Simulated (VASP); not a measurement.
Crystal: Ag.

```
Ag
1.0
    -1.65565    1.65565    1.65565
     1.65565   -1.65565    1.65565
     1.65565    1.65565   -1.65565
Ag
1
Direct
  0.00000 0.00000 0.00000
```

This isn't the form of Ag at room conditions, which is fcc.

* Program: VASP 6.6.1
* Task: relaxation of cell and atoms
* Functional: PBEsol
* Dispersion: D3(BJ)
* Potentials or basis: VASP PAW PBE potentials, release 64 (Ag)
* Cutoff: 600 eV
* k mesh: 11 × 11 × 11
* Occupations: fermi-dirac, width 0.05 eV
* Spin: no spin polarisation

At the start: pressure -12.1 GPa; volume 18.15 Å³/atom.

Task: Where does the relaxation end?

Result: Over 3 steps the energy falls by 92.4 meV/atom and the volume is 16.04 Å³/atom (-11.7 %); space group Im-3m (No. 229, to 0.05 Å).

The path:
```csv
step,energy change (eV),largest force (eV/Å),pressure (GPa),volume (Å³)
1,0.0000,0.0000,-12.10,18.15
2,-0.0445,0.0000,13.59,14.79
3,-0.0924,0.0000,-0.16,16.04
```

Final structure:
```
Ag
1.0
    -1.58862    1.58862    1.58862
     1.58862   -1.58862    1.58862
     1.58862    1.58862   -1.58862
Ag
1
Cartesian
  0.0000 0.0000 0.0000
```

Caveat: the PAW data sets were made with another functional, which shifts forces and pressure a little; pairwise dispersion overbinds metals, which lowers pressure and volume.
